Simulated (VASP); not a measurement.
# KCl (Pm-3m) in VASP: single point with PBE

Aim: the single point of KCl with PBE.

Program: VASP 6.6.1. These are calculated values, not measurements. Logs are shortened: lines on timing, memory, paths and dates and some standing lists are left out, and cuts for length are marked.

## Step 1: Starting point

The structure is cubic, space group Pm-3m (No. 221). The conventional cell has a = 3.839 Å, b = 3.839 Å, c = 3.839 Å, α = 90.00°, β = 90.00°, γ = 90.00°. K (site symmetry m-3m) has 8 Cl at 3.32 Å as nearest neighbours. Around Cl (site symmetry m-3m) lie 8 K at 3.32 Å.

Measurements of this composition are mostly on another form, of space group No. 225.

## Step 2: Single point, PBE

File INCAR:

```
SYSTEM = KCl
ALGO = Normal
EDIFF = 1E-7
ENCUT = 520
GGA = PE
ISIF = 2
ISMEAR = 0
LASPH = .True.
LCHARG = .True.
LELF = .True.
LREAL = .False.
LVHAR = .True.
LWAVE = .False.
NBANDS = 15
NELM = 60
PREC = Accurate
SIGMA = 0.1
```

File KPOINTS:

```
k-points
0
Gamma
  6 6 6
  0 0 0
```

File POSCAR:

```
KCl
1.0
    3.8391960000      0.0000000000      0.0000000000
    0.0000000000      3.8391960000      0.0000000000
    0.0000000000      0.0000000000      3.8391960000
K Cl
1 1
Direct
    0.0000000000      0.0000000000      0.0000000000
    0.5000000000      0.5000000000      0.5000000000
```

Potentials or basis: VASP PAW PBE potentials, release 64 (K_sv, Cl).

Run with:

```console
$ cat potpaw_PBE.64/K_sv/POTCAR potpaw_PBE.64/Cl/POTCAR > POTCAR
$ mpirun -np 1 vasp_std > vasp.out
```

OUTCAR:

```text
SYSTEM = KCl
   EDIFF = 1E-7
   ENCUT = 520
   GGA = PE
   ISIF = 2
   ISMEAR = 0
   LASPH = .True.
   LREAL = .False.
   NELM = 60
   PREC = Accurate

 ion  position               nearest neighbor table
   1  0.000  0.000  0.000-
   2  0.500  0.500  0.500-

  LATTYP: Found a simple cubic cell.
 ALAT       =     3.8391960000

  Lattice vectors:

 A1 = (   3.8391960000,   0.0000000000,   0.0000000000)
 A2 = (   0.0000000000,   3.8391960000,   0.0000000000)
 A3 = (   0.0000000000,   0.0000000000,   3.8391960000)

Analysis of symmetry for initial positions (statically):
=====================================================================
 Subroutine PRICEL returns:
 Original cell was already a primitive cell.

 Routine SETGRP: Setting up the symmetry group for a
 simple cubic supercell.

 Subroutine GETGRP returns: Found 48 space group operations
 (whereof 48 operations were pure point group operations)
 out of a pool of 48 trial point group operations.

The static configuration has the point symmetry O_h .

Analysis of symmetry for dynamics (positions and initial velocities):
=====================================================================
 Subroutine PRICEL returns:
 Original cell was already a primitive cell.

 Routine SETGRP: Setting up the symmetry group for a
 simple cubic supercell.

 Subroutine GETGRP returns: Found 48 space group operations
 (whereof 48 operations were pure point group operations)
 out of a pool of 48 trial point group operations.

The dynamic configuration has the point symmetry O_h .

 Subroutine INISYM returns: Found 48 space group operations
 (whereof 48 operations are pure point group operations),
 and found     1 'primitive' translations

----------------------------------------------------------------------------------------

                                     Primitive cell

  volume of cell :      56.5875

  direct lattice vectors                    reciprocal lattice vectors
     3.839196000  0.000000000  0.000000000     0.260471203  0.000000000  0.000000000
     0.000000000  3.839196000  0.000000000     0.000000000  0.260471203  0.000000000
     0.000000000  0.000000000  3.839196000     0.000000000  0.000000000  0.260471203

  length of vectors
     3.839196000  3.839196000  3.839196000     0.260471203  0.260471203  0.260471203

  position of ions in fractional coordinates (direct lattice)
     0.000000000  0.000000000  0.000000000
     0.500000000  0.500000000  0.500000000

  ion indices of the primitive-cell ions
   primitive index   ion index
                 1           1
                 2           2

----------------------------------------------------------------------------------------

 KPOINTS: k-points

Automatic generation of k-mesh.
 Grid dimensions read from file:
 generate k-points for:    6    6    6

 Generating k-lattice:

  Cartesian coordinates                     Fractional coordinates (reciprocal lattice)
     0.043411867  0.000000000  0.000000000     0.166666667  0.000000000  0.000000000
     0.000000000  0.043411867  0.000000000     0.000000000  0.166666667  0.000000000
     0.000000000  0.000000000  0.043411867     0.000000000  0.000000000  0.166666667

  Length of vectors
     0.043411867  0.043411867  0.043411867

  Shift w.r.t. Gamma in fractional coordinates (k-lattice)
     0.000000000  0.000000000  0.000000000

 Subroutine IBZKPT returns following result:
 ===========================================

 Found     20 irreducible k-points:

 Following reciprocal coordinates:
            Coordinates               Weight
  0.000000  0.000000  0.000000      1.000000
  0.166667  0.000000  0.000000      6.000000
  0.333333  0.000000  0.000000      6.000000
  0.500000  0.000000  0.000000      3.000000
  0.166667  0.166667  0.000000     12.000000
  0.333333  0.166667  0.000000     24.000000
[... 12 lines left out ...]
  0.500000  0.500000  0.333333      6.000000
  0.500000  0.500000  0.500000      1.000000
   k-points           NKPTS =     20   k-points in BZ     NKDIM =     20   number of bands    NBANDS=     15
   number of dos      NEDOS =    301   number of ions     NIONS =      2
   total plane-waves  NPLWV =  27000
   dimension x,y,z NGX =    30 NGY =   30 NGZ =   30
   dimension x,y,z NGXF=    60 NGYF=   60 NGZF=   60
   ions per type =               1   1
   NGX,Y,Z   is equivalent  to a cutoff of  12.99, 12.99, 12.99 a.u.
   NGXF,Y,Z  is equivalent  to a cutoff of  25.98, 25.98, 25.98 a.u.
 SYSTEM =  KCl
   PREC   = accura    normal or accurate (medium, high low for compatibility)
   ISTART =      0    job   : 0-new  1-cont  2-samecut
   ICHARG =      2    charge: 1-file 2-atom 10-const
   ISPIN  =      1    spin polarized calculation?
   LNONCOLLINEAR =      F non collinear calculations
   LSORBIT =      F    spin-orbit coupling
   LASPH  =      T    aspherical Exc in radial PAW
   ENCUT  =  520.0 eV  38.22 Ry    6.18 a.u.   7.14  7.14  7.14*2*pi/ulx,y,z
   NELM   =     60;   NELMIN=  2; NELMDL= -5     # of ELM steps
   EDIFF  = 0.1E-06   stopping-criterion for ELM
   LREAL  =      F    real-space projection
   EDIFFG = 0.1E-05   stopping-criterion for IOM
   NSW    =      0    number of steps for IOM
   IBRION =     -1    ionic relax: 0-MD 1-quasi-New 2-CG
   NFREE  =      0    steps in history (QN), initial steepest desc. (CG)
   ISIF   =      2    stress and relaxation
   ISYM   =      2    0-nonsym 1-usesym 2-fastsym
   POTIM  = 0.5000    time-step for ionic-motion
   TEBEG  =    0.0;   TEEND  =   0.0 temperature during run
   PSTRESS=    0.0 pullay stress
   NELECT =      16.0000    total number of electrons
   NUPDOWN=      -1.0000    fix difference up-down
   EMIN   =  10.00;   EMAX   =-10.00  energy-range for DOS
   EFERMI =   0.00;   METHOD = LEGACY
   ISMEAR =     0;   SIGMA  =   0.10  broadening in eV -4-tet -1-fermi 0-gaus
   EFERMI_NEDOS =   21; number of points for ismear=-14 and -15
   IALGO  =     38    algorithm
   IMIX   =      4    mixing-type and parameters
     AMIX     =   0.40;   BMIX     =  1.00
     AMIX_MAG =   1.60;   BMIX_MAG =  1.00
  volume/ion in A,a.u.               =      28.29       190.94
  Fermi-wavevector in a.u.,A,eV,Ry     =   1.074504  2.030517 15.708715  1.154558
  Thomas-Fermi vector in A             =   2.210334
   LORBIT       =      0    0 simple, 1 ext, 2 COOP (PROOUT), +10 PAW based schemes
   GGA     = PE    functional components
   LHFCALC =     F    Hartree Fock is set to
   AEXX    =    0.0000 exact exchange contribution
   IVDW    =     0    specifies the selected vdW correction
   LEPSILON=     F    determine dielectric tensor
   LRPA    =     F    only Hartree local field effects (RPA)
 non-spin polarized calculation
 Gauss-broadening in eV      SIGMA  =   0.10
  energy-cutoff  :      520.00
  volume of cell :       56.59
 maximum number of plane-waves:      1568
 NGX is ok and might be reduce to    30
   NGX = 15   NGY = 15   NGZ = 15

 number of electron      16.0000007 magnetization

 Free energy of the ion-electron system (eV)
  ---------------------------------------------------
  ext. energy  EPLUGINS =         0.00000000
  ---------------------------------------------------
  free energy    TOTEN  =        -6.65530390 eV

  energy without entropy =       -6.65530390  energy(sigma->0) =       -6.65530390

 E-fermi :  -0.4048     XC(G=0):  -8.0713

 val. band max:       -0.8327891986   @ k =   0.5000   0.5000   0.0000
 cond. band min:       3.9637416026   @ k =   0.0000   0.0000   0.0000
 fundamental gap:      4.7965308012
 Fermi energy:        -0.4047602582

 k-point     1 :       0.0000    0.0000    0.0000
  band No.  band energies     occupation
      1     -28.8966      2.00000
      2     -13.3993      2.00000
      3     -12.2830      2.00000
      4     -12.2830      2.00000
      5     -12.2830      2.00000
      6      -1.0358      2.00000
      7      -1.0358      2.00000
      8      -1.0358      2.00000
      9       3.9637      0.00000
     10       5.7362      0.00000
     11       5.7362      0.00000
     12       9.8061      0.00000
     13       9.8061      0.00000
     14       9.8061      0.00000
     15      12.7848      0.00000

 k-point     2 :       0.1667    0.0000    0.0000
  band No.  band energies     occupation
      1     -28.8919      2.00000
      2     -13.4431      2.00000
      3     -12.2755      2.00000
      4     -12.2755      2.00000
      5     -12.2482      2.00000
      6      -1.5107      2.00000
      7      -1.0371      2.00000
      8      -1.0371      2.00000
      9       4.5738      0.00000
     10       5.9597      0.00000
     11       6.2663      0.00000
     12       9.7074      0.00000
     13       9.7074      0.00000
     14       9.9327      0.00000
     15      11.8286      0.00000

 k-point     3 :       0.3333    0.0000    0.0000
  band No.  band energies     occupation
      1     -28.8824      2.00000
      2     -13.5317      2.00000
      3     -12.2605      2.00000
      4     -12.2605      2.00000
      5     -12.1724      2.00000
      6      -2.2666      2.00000
      7      -1.0406      2.00000
      8      -1.0406      2.00000
      9       5.8544      0.00000
     10       6.5676      0.00000
     11       7.2535      0.00000
     12       9.6183      0.00000
     13       9.6183      0.00000
     14      10.2070      0.00000
     15      10.2251      0.00000
[... 271 lines left out ...]
 k-point    19 :       0.5000    0.5000    0.3333
  band No.  band energies     occupation
      1     -28.8475      2.00000
      2     -13.0358      2.00000
      3     -12.4641      2.00000
      4     -12.4641      2.00000
      5     -12.3968      2.00000
      6      -2.1090      2.00000
      7      -2.1090      2.00000
      8      -1.8574      2.00000
      9       7.0548      0.00000
     10       7.9421      0.00000
     11       7.9421      0.00000
     12       8.4263      0.00000
     13       9.4230      0.00000
     14       9.4230      0.00000
     15      11.3779      0.00000

 k-point    20 :       0.5000    0.5000    0.5000
  band No.  band energies     occupation
      1     -28.8433      2.00000
      2     -13.0006      2.00000
      3     -12.4510      2.00000
      4     -12.4510      2.00000
      5     -12.4510      2.00000
      6      -2.1387      2.00000
      7      -2.1387      2.00000
      8      -2.1387      2.00000
      9       7.9729      0.00000
     10       7.9729      0.00000
     11       7.9729      0.00000
     12       9.0486      0.00000
     13       9.0486      0.00000
     14       9.0486      0.00000
     15      11.3961      0.00000

------------------------ aborting loop because EDIFF is reached ----------------------------------------

  FORCE on cell =-STRESS in cart. coord.  units (eV):
  Direction    XX          YY          ZZ          XY          YZ          ZX
  --------------------------------------------------------------------------------------
  -------------------------------------------------------------------------------------
  Total       -0.0151186     -0.0151186     -0.0151186      0.0000000     -0.0000000      0.0000000
  in kB       -0.4280560     -0.4280560     -0.4280560      0.0000000     -0.0000000      0.0000000
  external PRESSURE =      -0.4280560 kB  Pullay stress =       0.0000000 kB

 VOLUME and BASIS-vectors are now :
 -----------------------------------------------------------------------------
  energy-cutoff  :      520.00
  volume of cell :       56.59
      direct lattice vectors                 reciprocal lattice vectors
     3.839196000  0.000000000  0.000000000     0.260471203  0.000000000  0.000000000
     0.000000000  3.839196000  0.000000000     0.000000000  0.260471203  0.000000000
     0.000000000  0.000000000  3.839196000     0.000000000  0.000000000  0.260471203

 POSITION                                       TOTAL-FORCE (eV/Angst)
 -----------------------------------------------------------------------------------
      0.00000      0.00000      0.00000         0.000000      0.000000      0.000000
      1.91960      1.91960      1.91960         0.000000      0.000000      0.000000
 -----------------------------------------------------------------------------------
    total drift:                                0.000000      0.000000     -0.000000

  FREE ENERGIE OF THE ION-ELECTRON SYSTEM (eV)
  ---------------------------------------------------
  free  energy   TOTEN  =        -6.6553039022 eV

  energy  without entropy=       -6.6553039022  energy(sigma->0) =       -6.65530390
```

It took 7.5 s on 1 thread of AMD EPYC 9R45 (Zen 5), shared host; peak memory 0.14 GiB.

What came out:

```yaml
Free_energy: -6.6553 eV
Pressure: 0.0 GPa
Band_gap_on_the_k_mesh: 4.80 eV, indirect (least direct gap 5.00 eV)
```

Levels at points of the mesh, in eV from the valence-band top:
```csv
k point,band 6,band 7,band 8,band 9,band 10,band 11
"(0.00, 0.00, 0.00)",-0.20,-0.20,-0.20,4.80,6.57,6.57
"(0.50, 0.00, 0.00)",-1.75,-0.21,-0.21,7.70,7.91,8.24
"(0.50, 0.50, 0.00)",-1.19,-1.19,0.00,6.19,7.28,8.94
"(0.50, 0.50, 0.50)",-1.31,-1.31,-1.31,8.81,8.81,8.81
```

A k mesh can miss the band edges. Expect the measured gap to be larger: semilocal functionals such as PBE lack the derivative discontinuity.
